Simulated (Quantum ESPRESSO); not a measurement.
# TePb in Quantum ESPRESSO: the effect of functional

The system is TePb.

```
Pb Te
1.0
     0.00000    3.23100    3.23100
     3.23100    0.00000    3.23100
     3.23100    3.23100    0.00000
Pb Te
1 1
Direct
  0.00000 0.00000 0.00000
  0.50000 0.50000 0.50000
```

Alike in all runs:

| Quantity | Value |
| --- | --- |
| Program | Quantum ESPRESSO 7.5 |
| Task | phonons |
| Cutoff | 612 eV |
| Density cutoff | 4898 eV |
| k mesh | 6 × 6 × 6, shifted |
| Occupations | fermi-dirac, width 0.05 eV |
| Spin | no spin polarisation |

Each run relaxes the cell or the atoms first.

Problem. One run gave: relaxed volume 38.16 Å³/atom; dielectric constant 24.32 mean; highest phonon frequency 17 cm⁻¹. Which functional did it use?
A. BLYP
B. RPBE
C. LDA
D. vdW-DF-cx
E. WC

Solution. A.

| functional | potentials or basis | relaxed volume (Å³/atom) | dielectric constant (mean) | highest phonon frequency (cm⁻¹) |
| --- | --- | --- | --- | --- |
| LDA | GBRV 1.5 LDA | 32.33 | 34.20 | 48 |
| WC | GBRV 1.5 PBE | 33.39 | 31.62 | 46 |
| BLYP | GBRV 1.5 PBE | 38.16 | 24.32 | 17 |
| RPBE | GBRV 1.5 PBE | 36.64 | 24.34 | 0 |
| vdW-DF-cx | GBRV 1.5 PBE | 33.61 | 30.02 | 47 |

Caveats: the potentials were made for another functional, which shifts forces and pressure (some runs); some modes are imaginary (some runs).

Runs at the PBE level aren't shown here.
